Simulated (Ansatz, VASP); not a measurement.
# CdS: VASP beside Ansatz

```xyz
8
Lattice="5.5065 0.0000 0.0000 0.0000 5.5065 0.0000 0.0000 0.0000 5.5065" Properties=species:S:1:pos:R:3 pbc="T T T"
Cd    0.0000    0.0000    0.0000
Cd    0.0000    2.7532    2.7532
Cd    2.7532    0.0000    2.7532
Cd    2.7532    2.7532    0.0000
S     2.7532    0.0000    0.0000
S     0.0000    2.7532    0.0000
S     0.0000    0.0000    2.7532
S     2.7532    2.7532    2.7532
```

Measurements of this composition are mostly on another form, of space group No. 186.

Alike in both runs: task single point; functional PBEsol; k mesh 5 × 5 × 5; occupations gaussian, width 0.01 eV; no spin polarisation.

|  | VASP | Ansatz |
| --- | --- | --- |
| version | VASP 6.6.1 | Ansatz 0.2.0 |
| potentials or method | VASP PAW PBE potentials, release 64 (Cd_GW, S_GW) | Ansatz PAW |
| plane-wave cutoff (eV) | 550 | 420 |
| valence electrons in the cell | 72 | 104 |

Ansatz gave:

```
gap on the k mesh at the Fermi level (eV) : 0.13
least direct gap on the mesh (eV)         : 0.87
pressure (GPa)                            : -4.4
```

Estimate VASP's values.

gap on the k mesh at the Fermi level (eV): 0.13; least direct gap on the mesh (eV): 0.86; pressure (GPa): -4.5.

The two sets of potentials don't hold the same shells in valence.

Caveats: the PAW data sets were made with another functional, which shifts forces and pressure a little (VASP); an odd mesh through Γ misses points on the zone boundary, where band edges often lie (VASP); odd divisions of the mesh miss points on the zone boundary, where band edges often lie, so the gap on the mesh can be too wide (Ansatz); the PAW data sets come from PBE, with cores solved anew for the run's functional, which leaves a small shift of forces and pressure (Ansatz). As with any semilocal functional, this PBEsol gap is likely too small.
